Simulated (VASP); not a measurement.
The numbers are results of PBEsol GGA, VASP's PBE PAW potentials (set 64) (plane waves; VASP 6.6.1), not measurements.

A VASP calculation is set up with these files.

### KPOINTS
```
Automatic
0
G
  8 8 8
```

### POSCAR
```
ZnTe
1
   -0.0000000000     3.0324034432     3.0324034432
    3.0324034432    -0.0000000000     3.0324034432
    3.0324034432     3.0324034432    -0.0000000000
Zn Te
1 1
Direct
  0.0000000000   0.0000000000   0.0000000000
  0.2500000000   0.2500000000   0.2500000000
```

### INCAR
```
SYSTEM = ZnTe
PREC = Accurate
ENCUT = 400
EDIFF = 1E-8
NELM = 100
ALGO = Normal
LREAL = .FALSE.
LASPH = .TRUE.
ISMEAR = 0
SIGMA = 0.01
GGA = PS
LMAXMIX = 4
LWAVE = .FALSE.
LCHARG = .FALSE.
IBRION = 8
NSW = 1
LEPSILON = .TRUE.
```

POTCAR, in this order: Zn Te (PBE.64 set). Program: vasp_std.

The resulting files:

OSZICAR:
```
...
RMM:   2    -0.836793511958E+00   -0.11187E+00   -0.16768E-02  1279   0.752E-01
RMM:   3    -0.838298281195E+00   -0.15048E-02   -0.52556E-04  1252   0.136E-01
RMM:   4    -0.838372924222E+00   -0.74643E-04   -0.20275E-04  1298   0.354E-02
RMM:   5    -0.838374994996E+00   -0.20708E-05   -0.50122E-05  1306   0.127E-02
RMM:   6    -0.838375605574E+00   -0.61058E-06   -0.64734E-06  1265   0.490E-03
RMM:   7    -0.838375576081E+00    0.29493E-07   -0.18545E-06  1128   0.213E-03
RMM:   8    -0.838375536499E+00    0.39582E-07   -0.13057E-07   839   0.795E-04
RMM:   9    -0.838375541344E+00   -0.48447E-08   -0.79608E-08   745   0.373E-04
 Linear response to external field, progress :
  Direction:   1
       N       E                     dE             d eps       ncg     rms          rms(c)
RMM:   1    -0.130957259071E+01   -0.13096E+01   -0.53917E+00  3809   0.411E+00
RMM:   2    -0.144489572788E+01   -0.13532E+00   -0.28920E-02  4205   0.886E-01    0.229E+00
RMM:   3    -0.139931047323E+01    0.45585E-01   -0.38638E-02  3935   0.116E+00    0.128E+00
RMM:   4    -0.144277589168E+01   -0.43465E-01   -0.58039E-02  4122   0.134E+00    0.165E-01
RMM:   5    -0.145699853604E+01   -0.14223E-01   -0.32468E-03  4167   0.329E-01    0.347E-02
RMM:   6    -0.146101733107E+01   -0.40188E-02   -0.23435E-04  4276   0.816E-02    0.191E-02
RMM:   7    -0.146198830127E+01   -0.97097E-03   -0.47637E-05  4236   0.282E-02    0.697E-03
RMM:   8    -0.146204231025E+01   -0.54009E-04   -0.11332E-05  4009   0.921E-03    0.264E-03
RMM:   9    -0.146204273234E+01   -0.42209E-06   -0.32878E-06  4369   0.320E-03    0.111E-03
RMM:  10    -0.146205922313E+01   -0.16491E-04   -0.75489E-07  4346   0.105E-03    0.247E-04
RMM:  11    -0.146205924156E+01   -0.18429E-07   -0.21961E-07  3773   0.381E-04    0.717E-05
RMM:  12    -0.146205758560E+01    0.16560E-05   -0.80104E-08  2681   0.138E-04    0.166E-05
RMM:  13    -0.146205732320E+01    0.26240E-06    0.65752E-08  1734   0.796E-05    0.179E-05
RMM:  14    -0.146205714906E+01    0.17415E-06   -0.94451E-08  1303   0.606E-05    0.236E-06
 Linear response to external field, progress :
  Direction:   2
       N       E                     dE             d eps       ncg     rms          rms(c)
RMM:   1    -0.130955138393E+01   -0.13096E+01   -0.53915E+00  3809   0.411E+00
RMM:   2    -0.144489644856E+01   -0.13535E+00   -0.28952E-02  4205   0.886E-01    0.229E+00
RMM:   3    -0.139931462433E+01    0.45582E-01   -0.38662E-02  3932   0.116E+00    0.128E+00
RMM:   4    -0.144278315054E+01   -0.43469E-01   -0.58108E-02  4122   0.134E+00    0.165E-01
RMM:   5    -0.145699677336E+01   -0.14214E-01   -0.32747E-03  4166   0.329E-01    0.348E-02
RMM:   6    -0.146101733915E+01   -0.40206E-02   -0.24074E-04  4278   0.816E-02    0.191E-02
RMM:   7    -0.146198800093E+01   -0.97066E-03   -0.50454E-05  4238   0.281E-02    0.696E-03
RMM:   8    -0.146204155473E+01   -0.53554E-04   -0.11944E-05  4012   0.920E-03    0.264E-03
RMM:   9    -0.146204197127E+01   -0.41654E-06   -0.35652E-06  4357   0.320E-03    0.111E-03
RMM:  10    -0.146205842892E+01   -0.16458E-04   -0.87433E-07  4340   0.105E-03    0.247E-04
RMM:  11    -0.146205844571E+01   -0.16792E-07   -0.27594E-07  3758   0.381E-04    0.716E-05
RMM:  12    -0.146205678140E+01    0.16643E-05    0.60301E-09  2688   0.138E-04    0.165E-05
RMM:  13    -0.146205651948E+01    0.26192E-06   -0.28748E-09  1729   0.796E-05    0.179E-05
RMM:  14    -0.146205634760E+01    0.17188E-06   -0.30027E-08  1285   0.610E-05    0.244E-06
 Linear response to external field, progress :
  Direction:   3
       N       E                     dE             d eps       ncg     rms          rms(c)
RMM:   1    -0.130989714533E+01   -0.13099E+01   -0.53949E+00  3809   0.411E+00
RMM:   2    -0.144465424875E+01   -0.13476E+00   -0.27059E-02  4203   0.885E-01    0.229E+00
RMM:   3    -0.139929903054E+01    0.45355E-01   -0.38583E-02  3930   0.116E+00    0.128E+00
RMM:   4    -0.144278060036E+01   -0.43482E-01   -0.58140E-02  4119   0.134E+00    0.165E-01
RMM:   5    -0.145701811515E+01   -0.14238E-01   -0.32791E-03  4166   0.329E-01    0.346E-02
RMM:   6    -0.146101691298E+01   -0.39988E-02   -0.24241E-04  4274   0.816E-02    0.191E-02
RMM:   7    -0.146198815314E+01   -0.97124E-03   -0.50315E-05  4236   0.282E-02    0.700E-03
RMM:   8    -0.146204163940E+01   -0.53486E-04   -0.11934E-05  4009   0.924E-03    0.263E-03
RMM:   9    -0.146204179812E+01   -0.15872E-06   -0.36359E-06  4355   0.319E-03    0.110E-03
RMM:  10    -0.146205831479E+01   -0.16517E-04   -0.89654E-07  4346   0.105E-03    0.249E-04
RMM:  11    -0.146205844687E+01   -0.13207E-06   -0.34643E-07  3770   0.383E-04    0.718E-05
RMM:  12    -0.146205677817E+01    0.16687E-05    0.63482E-08  2679   0.139E-04    0.168E-05
RMM:  13    -0.146205651343E+01    0.26474E-06   -0.84101E-08  1734   0.799E-05    0.180E-05
RMM:  14    -0.146205634057E+01    0.17286E-06    0.30214E-09  1320   0.614E-05    0.254E-06
 Linear response DOF=           2
 Linear response progress:
  Degree of freedom:   1/  2
       N       E                     dE             d eps       ncg     rms          rms(c)
RMM:   1    -0.211834646705E+00   -0.21183E+00   -0.18146E-02  3616   0.214E+00
RMM:   2    -0.210496732525E+00    0.13379E-02   -0.14587E-03  3666   0.341E-01    0.870E-02
RMM:   3    -0.210267827025E+00    0.22891E-03   -0.48274E-05  4265   0.617E-02    0.480E-02
RMM:   4    -0.210003369592E+00    0.26446E-03   -0.13958E-05  4321   0.312E-02    0.669E-03
RMM:   5    -0.209985512061E+00    0.17858E-04    0.11492E-06  4520   0.604E-03    0.184E-03
RMM:   6    -0.209992773261E+00   -0.72612E-05   -0.60684E-07  4476   0.247E-03    0.400E-04
RMM:   7    -0.209993615447E+00   -0.84219E-06   -0.51634E-08  4572   0.519E-04    0.170E-04
RMM:   8    -0.209993368843E+00    0.24660E-06   -0.41229E-08  4389   0.269E-04    0.161E-05
RMM:   9    -0.209993326280E+00    0.42564E-07    0.35498E-09  4633   0.657E-05    0.123E-05
RMM:  10    -0.209993380746E+00   -0.54467E-07   -0.47986E-09  4561   0.262E-05    0.659E-06
RMM:  11    -0.209993390370E+00   -0.96237E-08   -0.16323E-10  4536   0.104E-05    0.249E-06
 Linear response progress:
  Degree of freedom:   2/  2
       N       E                     dE             d eps       ncg     rms          rms(c)
RMM:   1    -0.463403934821E-01   -0.46340E-01    0.76468E-02  5650   0.141E+00
RMM:   2    -0.466530767893E-01   -0.31268E-03   -0.27132E-03  3893   0.469E-01    0.915E-02
RMM:   3    -0.467702458497E-01   -0.11717E-03   -0.18233E-04  4164   0.116E-01    0.595E-02
RMM:   4    -0.469728445513E-01   -0.20260E-03   -0.22023E-05  4198   0.460E-02    0.564E-03
RMM:   5    -0.469794668690E-01   -0.66223E-05   -0.35735E-06  4270   0.110E-02    0.376E-03
RMM:   6    -0.469762199659E-01    0.32469E-05    0.66423E-07  4212   0.388E-03    0.121E-03
RMM:   7    -0.469736133874E-01    0.26066E-05   -0.42416E-07  4409   0.125E-03    0.796E-04
RMM:   8    -0.469745793201E-01   -0.96593E-06    0.74286E-09  4297   0.509E-04    0.186E-04
RMM:   9    -0.469743757703E-01    0.20355E-06   -0.32287E-08  4383   0.178E-04    0.561E-05
RMM:  10    -0.469743023553E-01    0.73415E-07    0.26941E-09  4442   0.645E-05    0.274E-05
RMM:  11    -0.469743231486E-01   -0.20793E-07   -0.55589E-09  4192   0.187E-05    0.112E-05
RMM:  12    -0.469743328687E-01   -0.97201E-08   -0.60210E-09  3387   0.670E-06    0.688E-07
 Linear response finished
```

### OUTCAR
```
------------------------ aborting loop because EDIFF is reached ----------------------------------------

 HEAD OF MICROSCOPIC STATIC DIELECTRIC TENSOR (INDEPENDENT PARTICLE, excluding Hartree and local field effects)
 ------------------------------------------------------
          10.387041     0.000000    -0.000000
           0.000000    10.387041     0.000000
           0.000000     0.000000    10.387041
 ------------------------------------------------------

 MACROSCOPIC STATIC DIELECTRIC TENSOR (including local field effects in DFT)
 ------------------------------------------------------
           9.865885     0.000000     0.000000
          -0.000000     9.865885     0.000000
           0.000000     0.000000     9.865885
 ------------------------------------------------------

 PIEZOELECTRIC TENSOR (including local field effects)  for field in x, y, z        (e  Angst)
          XX          YY          ZZ          XY          YZ          ZX
  --------------------------------------------------------------------------------
  x    -0.00000     0.00000    -0.00000     0.00000    -2.26662     0.00000
  y     0.00000     0.00000    -0.00000     0.00000     0.00000    -2.26662
  z    -0.00000     0.00000     0.00000    -2.26662     0.00000     0.00000

 PIEZOELECTRIC TENSOR (including local field effects)  for field in x, y, z        (C/m^2)
          XX          YY          ZZ          XY          YZ          ZX
  --------------------------------------------------------------------------------
  x    -0.00000     0.00000    -0.00000     0.00000    -0.65118     0.00000
  y     0.00000     0.00000    -0.00000     0.00000     0.00000    -0.65118
  z    -0.00000     0.00000     0.00000    -0.65118     0.00000     0.00000

 BORN EFFECTIVE CHARGES (including local field effects) (in |e|, cummulative output)
 ---------------------------------------------------------------------------------
 ion    1
    1     2.02303     0.00000     0.00000
    2     0.00000     2.02303     0.00000
    3     0.00000     0.00000     2.02303
 ion    2
    1    -2.02303     0.00000     0.00000
    2     0.00000    -2.02303     0.00000
    3     0.00000     0.00000    -2.02303

   1 f  =    5.490739 THz    34.499333 2PiTHz  183.151353 cm-1    22.707864 meV
             X         Y         Z           dx          dy          dz
      0.000000  0.000000  0.000000     0.350054    0.735785    0.000000
      1.516202  1.516202  1.516202    -0.249058   -0.523500   -0.000000

   2 f  =    5.490739 THz    34.499333 2PiTHz  183.151353 cm-1    22.707864 meV
             X         Y         Z           dx          dy          dz
      0.000000  0.000000  0.000000     0.735785   -0.350054    0.000000
      1.516202  1.516202  1.516202    -0.523500    0.249058    0.000000

   3 f  =    5.490739 THz    34.499333 2PiTHz  183.151353 cm-1    22.707864 meV
             X         Y         Z           dx          dy          dz
      0.000000  0.000000  0.000000     0.000000    0.000000    0.814812
      1.516202  1.516202  1.516202     0.000000    0.000000   -0.579726

   4 f/i=    0.015933 THz     0.100109 2PiTHz    0.531460 cm-1     0.065893 meV
             X         Y         Z           dx          dy          dz
      0.000000  0.000000  0.000000    -0.344267    0.285156   -0.369117
      1.516202  1.516202  1.516202    -0.483872    0.400791   -0.518799

   5 f/i=    0.015933 THz     0.100109 2PiTHz    0.531460 cm-1     0.065893 meV
             X         Y         Z           dx          dy          dz
      0.000000  0.000000  0.000000     0.425558    0.379837   -0.103471
      1.516202  1.516202  1.516202     0.598127    0.533865   -0.145430

   6 f/i=    0.015933 THz     0.100109 2PiTHz    0.531460 cm-1     0.065893 meV
             X         Y         Z           dx          dy          dz
      0.000000  0.000000  0.000000     0.190951   -0.332403   -0.434888
      1.516202  1.516202  1.516202     0.268384   -0.467197   -0.611241

 MACROSCOPIC STATIC DIELECTRIC TENSOR IONIC CONTRIBUTION
 ------------------------------------------------------
           2.494855     0.000000     0.000000
           0.000000     2.494855     0.000000
           0.000000     0.000000     2.494855
 ------------------------------------------------------

 ELASTIC MODULI CONTR FROM IONIC RELAXATION (kBar)
 Direction    XX          YY          ZZ          XY          YZ          ZX
 --------------------------------------------------------------------------------
 XX          -0.0000      0.0000      0.0000      0.0000      0.0000      0.0000
 YY           0.0000     -0.0000      0.0000      0.0000      0.0000     -0.0000
 ZZ           0.0000      0.0000     -0.0000      0.0000      0.0000      0.0000
 XY           0.0000      0.0000      0.0000   -148.5199      0.0000      0.0000
 YZ           0.0000      0.0000      0.0000      0.0000   -148.5199      0.0000
 ZX           0.0000     -0.0000      0.0000      0.0000      0.0000   -148.5199
 --------------------------------------------------------------------------------

 PIEZOELECTRIC TENSOR IONIC CONTR  for field in x, y, z        (C/m^2)
          XX          YY          ZZ          XY          YZ          ZX
  --------------------------------------------------------------------------------
  x    -0.00000     0.00000     0.00000     0.00000     0.57278     0.00000
  y     0.00000     0.00000     0.00000     0.00000     0.00000     0.57278
  z     0.00000     0.00000    -0.00000     0.57278     0.00000     0.00000
```
(Selected blocks of OUTCAR.)

### OUTCAR
```
 val. band max:        3.2516694944   @ k =   0.0000   0.0000   0.0000

 cond. band min:       4.4950219019   @ k =   0.0000   0.0000   0.0000


 Fermi energy:         3.3370369463

 k-point     1 :       0.0000    0.0000    0.0000
  band No.  band energies     occupation
      1      -8.6865      2.00000
      2      -3.7252      2.00000
      3      -3.7252      2.00000
      4      -3.7252      2.00000
      5      -3.4812      2.00000
      6      -3.4812      2.00000
      7       3.2517      2.00000
      8       3.2517      2.00000
      9       3.2517      2.00000
     10       4.4950      0.00000
     11       7.5840      0.00000
     12       7.5840      0.00000
     13       7.5840      0.00000

 k-point     2 :       0.1250    0.0000    0.0000
  band No.  band energies     occupation
      1      -8.5762      2.00000
      2      -3.7161      2.00000
      3      -3.7150      2.00000
      4      -3.7150      2.00000
      5      -3.4827      2.00000
      6      -3.4827      2.00000
      7       1.8575      2.00000
      8       3.0770      2.00000
      9       3.0770      2.00000
     10       5.3146      0.00000
     11       7.7609      0.00000
     12       7.8487      0.00000
     13       7.8487      0.00000

 k-point     3 :       0.2500    0.0000    0.0000
  band No.  band energies     occupation
      1      -8.2836      2.00000
      2      -3.6924      2.00000
      3      -3.6924      2.00000
      4      -3.6642      2.00000
      5      -3.4832      2.00000
      6      -3.4832      2.00000
      7       0.0628      2.00000
      8       2.7227      2.00000
      9       2.7227      2.00000
     10       5.3374      0.00000
     11       8.2455      0.00000
     12       8.2455      0.00000
     13       9.1188      0.00000

 k-point     4 :       0.3750    0.0000    0.0000
  band No.  band energies     occupation
      1      -7.9418      2.00000
      2      -3.6739      2.00000
      3      -3.6739      2.00000
...
```

The dielectric response may not be converged in the k-mesh; for small gaps it tends to come out too large. Unless said otherwise, spin-orbit coupling is left out, though it shifts the bands of the heavy elements here.

The compound is ZnTe in the zinc blende structure. It was relaxed first.
